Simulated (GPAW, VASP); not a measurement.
Given: the input of a run of VASP 6.6.1 on Ge (Germanium). 

Contents of INCAR:

```
SYSTEM = Ge
ALGO = Normal
EDIFF = 1E-6
ENCUT = 520
GGA = PE
ISIF = 2
ISMEAR = 0
LASPH = .TRUE.
LCHARG = .FALSE.
LREAL = .FALSE.
LWAVE = .FALSE.
NBANDS = 21
NELM = 80
PREC = Accurate
SIGMA = 0.011
```

Contents of KPOINTS:

```
k-points
0
G
  8 8 8
  0 0 0
```

POSCAR

```
Ge
1.0
    0.0000000000      2.8289100000      2.8289100000
    2.8289100000      0.0000000000      2.8289100000
    2.8289100000      2.8289100000      0.0000000000
Ge
2
Direct
    0.7500000000      0.7500000000      0.7500000000
    0.5000000000      0.5000000000      0.5000000000
```

Potentials or basis: VASP PAW PBE potentials, release 64 (Ge_d).

Command:

```console
$ cat potpaw_PBE.64/Ge_d/POTCAR > POTCAR
$ mpirun -np 1 vasp_std > vasp.out
```

Question: What does the same run look like in GPAW 26.7.0 (ASE script)? Potentials or basis there: GPAW PAW data sets (gpaw-data 1.2.1), cutoff 600 eV.

Answer: As run (cutoffs and basis follow the program's own potentials, and thresholds, step limits or extra output files can differ):

run.py

```python
from ase.dft.bandgap import bandgap
from ase.io import read, write
from ase.units import GPa
from gpaw import GPAW, PW

atoms = read('Ge.xyz')

calc = GPAW(mode=PW(600),
            xc='PBE',
            kpts={'size': (8, 8, 8), 'gamma': True},
            occupations={'name': 'methfessel-paxton', 'order': 0, 'width': 0.011},
            nbands=11,
            convergence={'density': 1e-05, 'energy': 1e-05},
            maxiter=150,
            txt='gpaw.txt')
atoms.calc = calc
energy = atoms.get_potential_energy()
forces = atoms.get_forces()
stress = atoms.get_stress()
calc.write('gs.gpw')
write('result.traj', atoms)
print(f'Energy: {energy:.6f} eV')
print('Forces (eV/A):')
print(forces.round(4))
print('Stress (GPa):', (stress / GPa).round(3))
print('Fermi level:', round(calc.get_fermi_level(), 4), 'eV')
print(f'Gap: {bandgap(calc)[0]:.4f} eV, direct: {bandgap(calc, direct=True)[0]:.4f} eV')
```

Contents of Ge.xyz:

```xyz
2
Lattice="0.0000000000 2.8289100000 2.8289100000 2.8289100000 0.0000000000 2.8289100000 2.8289100000 2.8289100000 0.0000000000" Properties=species:S:1:pos:R:3 pbc="T T T"
Ge     4.2433650000      4.2433650000      4.2433650000
Ge     2.8289100000      2.8289100000      2.8289100000
```

Potentials or basis: GPAW PAW data sets (gpaw-data 1.2.1), pw.

Run with:

```bash
$ OMP_NUM_THREADS=1 python run.py
```

Both were run:

|  | VASP | GPAW |
| --- | --- | --- |
| Pressure | 3.5 GPa | 3.8 GPa |

The potentials hold 28 and 8 valence electrons a cell.

Pressure is positive in compression.
